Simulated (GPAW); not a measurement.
BaZrO3:

```
Ba Zr O
1.0
     4.19134    0.00000    0.00000
     0.00000    4.19134    0.00000
     0.00000    0.00000    4.19134
Ba Zr O
1 1 3
Direct
  0.00000 0.00000 0.00000
  0.50000 0.50000 0.50000
  0.50000 0.50000 0.00000
  0.50000 0.00000 0.50000
  0.00000 0.50000 0.50000
```

Base run:

| Item | Value |
| --- | --- |
| Program | GPAW 26.7.0 |
| Functional | PBE |
| Potentials or basis | GPAW PAW data sets (gpaw-data 1.2.1) |
| Cutoff | 600 eV |
| Basis | pw |
| k mesh | 5 × 5 × 5 |
| Occupations | fermi-dirac, width 0.05 eV |
| Spin | no spin polarisation |

Its results: band gap on the k mesh 3.30 eV, indirect (least direct gap 3.42 eV); pressure 0.0 GPa.

Q: The run is repeated on the same cell with these changes: functional from PBE to r2SCAN; cutoff from 600 eV to 800 eV; k mesh from 5 × 5 × 5 to 6 × 6 × 6. What comes out?

A: Band gap on the k mesh 3.73 eV, indirect (least direct gap 3.97 eV); pressure 1.4 GPa.

Several settings changed at once, so the effect can't be laid on one alone.

Caveats: spin-orbit coupling is left out, which moves the levels of the heavy elements; the cutoff is short for stress and forces, so pressures can be off by a GPa or more (some runs); an odd mesh through Γ misses points on the zone boundary, where band edges often lie (some runs); the PAW data sets were made with another functional, which shifts forces and pressure a little (some runs).
